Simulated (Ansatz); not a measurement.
# Si2W: the cost of one run

Program: Ansatz 0.2.0. Level of theory: DFT PBE, scalar-relativistic, plane waves, PAW. These are calculated values, not measurements.

1 further run of the same task is left out (set aside as unsound or not needed).

### 1 The starting structure

Symmetry: I4/mmm, No. 139, tetragonal system. Conventional cell: a = 3.212 Å, b = 3.212 Å, c = 7.880 Å, α = 90.00°, β = 90.00°, γ = 90.00°. Around Si (site symmetry 4mm) lie 5 Si at 2.62 to 2.63 Å and 5 W at 2.62 Å. W (site symmetry 4/mmm) is surrounded by 10 Si at 2.62 Å.

Structure file:

```
CELL_PARAMETERS angstrom
-1.60600 1.60600 3.94000
1.60600 -1.60600 3.94000
1.60600 1.60600 -3.94000
ATOMIC_POSITIONS crystal
Si 0.33300 0.33300 0.00000
Si 0.66700 0.66700 0.00000
W 0.00000 0.00000 0.00000
```

The structure comes from the Crystallography Open Database.

### 2 A single atom displaced

Against the listed cell: atom 1 (Si) moved by 0.09 Å.

Input file input.yaml:

```yaml
crystal:
  lattice:
    - [-1.606, 1.606, 3.94]
    - [1.606, -1.606, 3.94]
    - [1.606, 1.606, -3.94]
  atoms:
    - { symbol: Si, position: [0.333, 0.3610199253, 0.0280199253] }
    - { symbol: Si, position: [0.667, 0.667, 0.0] }
    - { symbol: W, position: [0.0, 0.0, 0.0] }
basis:
  ecutwfc: 420
kpoints:
  mp_grid: { grid: [16, 16, 16] }
hamiltonian:
  xc: pbe
scf:
  occupations: { method: gaussian, width: 0.1 }
output:
  forces: true
  stress: true
  eigenvalues: true
```

The run is started by

```
$ ansatz run input.yaml --threads 1 --pin off --max-ram 1331MiB --backend cpu --events-out ev --progress --plain --runs-dir out
```

Q: Estimate wall time and peak memory on 1 thread of an x86-64 CPU, shared host.

About 2.3 min, with a peak of 0.99 GiB.
